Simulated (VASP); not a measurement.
# Te2Mo (P6_3/mmc) in VASP: notebook

One crystal, Te2Mo, is run at these levels: PBE+rVV10, PBE+TS, PBEsol+D3, PBEsol+D3(BJ); tasks: relaxation of cell and atoms.

Everything below comes from runs of VASP 6.6.1. Logs are shortened: lines on timing, memory, paths and dates and some standing lists are left out, and cuts for length are marked.

### 1 The structure

The structure is hexagonal, space group P6_3/mmc (No. 194). Conventional cell: a = 3.518 Å, b = 3.518 Å, c = 13.974 Å, α = 90.00°, β = 90.00°, γ = 120.00°. Around Te (site symmetry 3m) lie 3 Mo at 2.72 Å. Mo (site symmetry -6m2) has 6 Te at 2.72 Å as nearest neighbours.

### 2 Relaxation of cell and atoms, PBE+rVV10

File INCAR:

```
ALGO = Normal ; BPARAM = 10.0
CPARAM = 0.0093 ; EDIFF = 1E-6
EDIFFG = -0.02 ; ENCUT = 600
GGA = PE ; IBRION = 2
ISIF = 3 ; ISMEAR = -1
IVDW_NL = 2 ; LASPH = T
LCHARG = F ; LREAL = F
LUSE_VDW = T ; LWAVE = F
NELM = 80 ; NSW = 60
PREC = Accurate ; SIGMA = 0.05
```

File KPOINTS:

```
k-points
0
Gamma
  9 9 2
```

File POSCAR:

```
Te2Mo
1.0
    3.5182000000      0.0000000000      0.0000000000
   -1.7591000000      3.0468505756      0.0000000000
    0.0000000000      0.0000000000     13.9736000000
Te Mo
4 2
Direct
    0.6666666667      0.3333333333      0.3790000000
    0.3333333333      0.6666666667      0.8790000000
    0.6666666667      0.3333333333      0.1210000000
    0.3333333333      0.6666666667      0.6210000000
    0.6666666667      0.3333333333      0.7500000000
    0.3333333333      0.6666666667      0.2500000000
```

Potentials or basis: VASP PAW PBE potentials, release 64 (Te, Mo_sv).

Launch:

```sh
> cat potpaw_PBE.64/Te/POTCAR potpaw_PBE.64/Mo_sv/POTCAR > POTCAR
> mpirun -np 1 vasp_std > vasp.out
```

OUTCAR:

```text
BPARAM = 10.0
   EDIFF = 1E-6
   EDIFFG = -0.02
   ENCUT = 600
   GGA = PE
   IBRION = 2
   ISIF = 3
   ISMEAR = -1
   IVDW_NL = 2
   LASPH = T
   LREAL = F
   NELM = 80
   NSW = 60
   PREC = Accurate

 ion  position               nearest neighbor table
   1  0.667  0.333  0.379-   6 2.72   6 2.72   6 2.72   3 3.61
   2  0.333  0.667  0.879-   5 2.72   5 2.72   5 2.72   4 3.61
   3  0.667  0.333  0.121-   6 2.72   6 2.72   6 2.72   1 3.61
   4  0.333  0.667  0.621-   5 2.72   5 2.72   5 2.72   2 3.61
   5  0.667  0.333  0.750-   2 2.72   4 2.72   2 2.72   4 2.72   2 2.72   4 2.72
   6  0.333  0.667  0.250-   1 2.72   3 2.72   1 2.72   3 2.72   1 2.72   3 2.72

  LATTYP: Found a hexagonal cell.
 ALAT       =     3.5182000000
 C/A-ratio  =     3.9718037633

  Lattice vectors:

 A1 = (   3.5182000000,   0.0000000000,   0.0000000000)
 A2 = (  -1.7591000000,   3.0468505756,   0.0000000000)
 A3 = (   0.0000000000,   0.0000000000,  13.9736000000)

Analysis of symmetry for initial positions (statically):
=====================================================================
 Subroutine PRICEL returns:
 Original cell was already a primitive cell.

 Routine SETGRP: Setting up the symmetry group for a
 hexagonal supercell.

 Subroutine GETGRP returns: Found 24 space group operations
 (whereof 12 operations were pure point group operations)
 out of a pool of 24 trial point group operations.

The static configuration has the point symmetry D_3d.
 The point group associated with its full space group is D_6h.

Analysis of symmetry for dynamics (positions and initial velocities):
=====================================================================
 Subroutine PRICEL returns:
 Original cell was already a primitive cell.

 Routine SETGRP: Setting up the symmetry group for a
 hexagonal supercell.

 Subroutine GETGRP returns: Found 24 space group operations
 (whereof 12 operations were pure point group operations)
 out of a pool of 24 trial point group operations.

The dynamic configuration has the point symmetry D_3d.
 The point group associated with its full space group is D_6h.

 Subroutine INISYM returns: Found 24 space group operations
 (whereof 12 operations are pure point group operations),
 and found     1 'primitive' translations

----------------------------------------------------------------------------------------

                                     Primitive cell

  volume of cell :     149.7890

  direct lattice vectors                    reciprocal lattice vectors
     3.518200000  0.000000000  0.000000000     0.284236257  0.164103880  0.000000000
    -1.759100000  3.046850576  0.000000000     0.000000000  0.328207759  0.000000000
     0.000000000  0.000000000 13.973600000     0.000000000  0.000000000  0.071563520

  length of vectors
     3.518200000  3.518200000 13.973600000     0.328207759  0.328207759  0.071563520

  position of ions in fractional coordinates (direct lattice)
     0.666666667  0.333333333  0.379000000
     0.333333333  0.666666667  0.879000000
     0.666666667  0.333333333  0.121000000
     0.333333333  0.666666667  0.621000000
     0.666666667  0.333333333  0.750000000
     0.333333333  0.666666667  0.250000000

  ion indices of the primitive-cell ions
   primitive index   ion index
                 1           1
                 2           2
                 3           3
                 4           4
                 5           5
                 6           6

----------------------------------------------------------------------------------------

 KPOINTS: k-points

Automatic generation of k-mesh.
 Grid dimensions read from file:
 generate k-points for:    9    9    2

 Generating k-lattice:

  Cartesian coordinates                     Fractional coordinates (reciprocal lattice)
     0.031581806  0.018233764  0.000000000     0.111111111  0.000000000  0.000000000
     0.000000000  0.036467529  0.000000000     0.000000000  0.111111111  0.000000000
     0.000000000  0.000000000  0.035781760     0.000000000  0.000000000  0.500000000

  Length of vectors
     0.036467529  0.036467529  0.035781760

  Shift w.r.t. Gamma in fractional coordinates (k-lattice)
     0.000000000  0.000000000  0.000000000

 Subroutine IBZKPT returns following result:
 ===========================================

 Found     24 irreducible k-points:

 Following reciprocal coordinates:
            Coordinates               Weight
  0.000000  0.000000  0.000000      1.000000
  0.111111  0.000000  0.000000      6.000000
  0.222222 -0.000000  0.000000      6.000000
  0.333333  0.000000  0.000000      6.000000
  0.444444 -0.000000  0.000000      6.000000
  0.111111  0.111111  0.000000      6.000000
[... 16 lines left out ...]
  0.333333  0.222222  0.500000     12.000000
  0.333333  0.333333  0.500000      2.000000
   k-points           NKPTS =     24   k-points in BZ     NKDIM =     24   number of bands    NBANDS=     31
   number of dos      NEDOS =    301   number of ions     NIONS =      6
   total plane-waves  NPLWV =  87808
   dimension x,y,z NGX =    28 NGY =   28 NGZ =  112
   dimension x,y,z NGXF=    56 NGYF=   56 NGZF=  224
   ions per type =               4   2
   NGX,Y,Z   is equivalent  to a cutoff of  13.23, 13.23, 13.32 a.u.
   NGXF,Y,Z  is equivalent  to a cutoff of  26.46, 26.46, 26.65 a.u.
 SYSTEM =  unknown system
   PREC   = accura    normal or accurate (medium, high low for compatibility)
   ISTART =      0    job   : 0-new  1-cont  2-samecut
   ICHARG =      2    charge: 1-file 2-atom 10-const
   ISPIN  =      1    spin polarized calculation?
   LNONCOLLINEAR =      F non collinear calculations
   LSORBIT =      F    spin-orbit coupling
   LASPH  =      T    aspherical Exc in radial PAW
   ENCUT  =  600.0 eV  44.10 Ry    6.64 a.u.   7.03  7.03 27.91*2*pi/ulx,y,z
   NELM   =     80;   NELMIN=  2; NELMDL= -5     # of ELM steps
   EDIFF  = 0.1E-05   stopping-criterion for ELM
   LREAL  =      F    real-space projection
   EDIFFG = -.2E-01   stopping-criterion for IOM
   NSW    =     60    number of steps for IOM
   IBRION =      2    ionic relax: 0-MD 1-quasi-New 2-CG
   NFREE  =      1    steps in history (QN), initial steepest desc. (CG)
   ISIF   =      3    stress and relaxation
   ISYM   =      2    0-nonsym 1-usesym 2-fastsym
   POTIM  = 0.5000    time-step for ionic-motion
   TEBEG  =    0.0;   TEEND  =   0.0 temperature during run
   PSTRESS=    0.0 pullay stress
   NELECT =      52.0000    total number of electrons
   NUPDOWN=      -1.0000    fix difference up-down
   EMIN   =  10.00;   EMAX   =-10.00  energy-range for DOS
   EFERMI =   0.00;   METHOD = LEGACY
   ISMEAR =    -1;   SIGMA  =   0.05  broadening in eV -4-tet -1-fermi 0-gaus
   EFERMI_NEDOS =   21; number of points for ismear=-14 and -15
   IALGO  =     38    algorithm
   IMIX   =      4    mixing-type and parameters
     AMIX     =   0.40;   BMIX     =  1.00
     AMIX_MAG =   1.60;   BMIX_MAG =  1.00
  volume/ion in A,a.u.               =      24.96       168.47
  Fermi-wavevector in a.u.,A,eV,Ry     =   1.150578  2.174277 18.011787  1.323829
  Thomas-Fermi vector in A             =   2.287241
   LORBIT       =      0    0 simple, 1 ext, 2 COOP (PROOUT), +10 PAW based schemes
   GGA     = PE    functional components
   LHFCALC =     F    Hartree Fock is set to
   AEXX    =    0.0000 exact exchange contribution
   IVDW_NL    =     2    kernel type
   BPARAM     =10.0000
   IVDW    =     0    specifies the selected vdW correction
   LEPSILON=     F    determine dielectric tensor
   LRPA    =     F    only Hartree local field effects (RPA)
 conjugate gradient relaxation of ions
 non-spin polarized calculation
  energy-cutoff  :      600.00
  volume of cell :      149.79
 maximum number of plane-waves:      5038
   NGX = 15   NGY = 15   NGZ = 55

--------------------------------------- Ionic step        1  -------------------------------------------

 number of electron      52.0000001 magnetization

 Free energy of the ion-electron system (eV)
  ---------------------------------------------------
  ext. energy  EPLUGINS =         0.00000000
  ---------------------------------------------------
  free energy    TOTEN  =       -34.58694519 eV

  energy without entropy =      -34.58691308  energy(sigma->0) =      -34.58692914

------------------------ aborting loop because EDIFF is reached ----------------------------------------

  FORCE on cell =-STRESS in cart. coord.  units (eV):
  Direction    XX          YY          ZZ          XY          YZ          ZX
  --------------------------------------------------------------------------------------
  -------------------------------------------------------------------------------------
  Total        1.3238946      1.3238946      2.1858199      0.0000000      0.0000000      0.0000000
  in kB       14.1606771     14.1606771     23.3800249      0.0000000      0.0000000      0.0000000
  external PRESSURE =      17.2337930 kB  Pullay stress =       0.0000000 kB
[... 225 lines left out ...]
  energy  without entropy=      -34.6013712191  energy(sigma->0) =      -34.60138654

--------------------------------------- Ionic step        7  -------------------------------------------

 number of electron      52.0000003 magnetization

 Free energy of the ion-electron system (eV)
  ---------------------------------------------------
  ext. energy  EPLUGINS =         0.00000000
  ---------------------------------------------------
  free energy    TOTEN  =       -34.60154308 eV

  energy without entropy =      -34.60151303  energy(sigma->0) =      -34.60152805

 E-fermi :   8.2986     XC(G=0): -10.4290

 val. band max:        7.9315641526   @ k =   0.0000   0.0000   0.0000
 cond. band min:       8.7041334677   @ k =   0.2222   0.2222   0.0000
 fundamental gap:      0.7725693151
 Fermi energy:         8.2986280035

 k-point     1 :       0.0000    0.0000    0.0000
  band No.  band energies     occupation
      1     -52.8731      2.00000
      2     -52.8731      2.00000
      3     -27.0318      2.00000
      4     -27.0318      2.00000
      5     -26.9112      2.00000
      6     -26.9112      2.00000
[... 838 lines left out ...]
  FREE ENERGIE OF THE ION-ELECTRON SYSTEM (eV)
  ---------------------------------------------------
  free  energy   TOTEN  =       -34.6015430777 eV

  energy  without entropy=      -34.6015130298  energy(sigma->0) =      -34.60152805

 reached required accuracy - stopping structural energy minimisation
```

Run time: 19 min. Hardware: 1 thread of Intel Xeon Platinum 8488C (Sapphire Rapids), shared host; peak memory 0.66 GiB.

What came out:

| Item | Value |
| --- | --- |
| Free energy | -34.6015 eV |
| Relaxed volume | 25.33 Å³/atom |
| Relaxed cell | a = 3.532 Å, b = 3.532 Å, c = 14.065 Å, α = 90.00°, β = 90.00°, γ = 120.00° |
| Space group after relaxing (to 0.05 Å) | P6_3/mmc (No. 194) |
| Energy gained by relaxing | 2.4 meV/atom |
| Ionic steps | 7 |
| Pressure after relaxing | 0.1 GPa |
| Largest force after relaxing | 0.015 eV/Å |
| Band gap on the k mesh | 0.77 eV, indirect (least direct gap 1.03 eV) |

Forces on the atoms (eV/Å):
```
Te   0.000  0.000 -0.015
Te   0.000  0.000 -0.015
Te   0.000  0.000  0.015
Te   0.000  0.000  0.015
Mo   0.000  0.000  0.000
Mo   0.000  0.000  0.000
```

The path:
```tsv
step	energy change (eV)	largest force (eV/Å)	pressure (GPa)	volume (Å³)
1	0.0000	0.2536	1.72	149.79
2	0.0278	0.4751	-2.70	155.68
3	-0.0145	0.0291	0.02	151.92
4	-0.0145	0.0235	0.00	151.88
5	-0.0109	0.1115	0.89	150.83
6	-0.0145	0.0184	0.09	151.84
7	-0.0146	0.0154	0.07	151.96
```

Final structure:
```cif
data_structure
_symmetry_space_group_name_H-M 'P 1'
_symmetry_Int_Tables_number 1
_cell_length_a 3.5320
_cell_length_b 3.5320
_cell_length_c 14.0653
_cell_angle_alpha 90.000
_cell_angle_beta 90.000
_cell_angle_gamma 120.000
_cell_volume 151.96
loop_
_atom_site_label
_atom_site_type_symbol
_atom_site_fract_x
_atom_site_fract_y
_atom_site_fract_z
_atom_site_occupancy
Te1 Te 0.66667 0.33333 0.37924 1
Te2 Te 0.33333 0.66667 0.87924 1
Te3 Te 0.66667 0.33333 0.12076 1
Te4 Te 0.33333 0.66667 0.62076 1
Mo1 Mo 0.66667 0.33333 0.75000 1
Mo2 Mo 0.33333 0.66667 0.25000 1
```

Caveat: spin-orbit coupling is left out, which moves the levels of the heavy elements; an odd mesh through Γ misses points on the zone boundary, where band edges often lie. A hybrid or GW would open this gap; PBE tends to underestimate it.

[end of part 1 of 2]
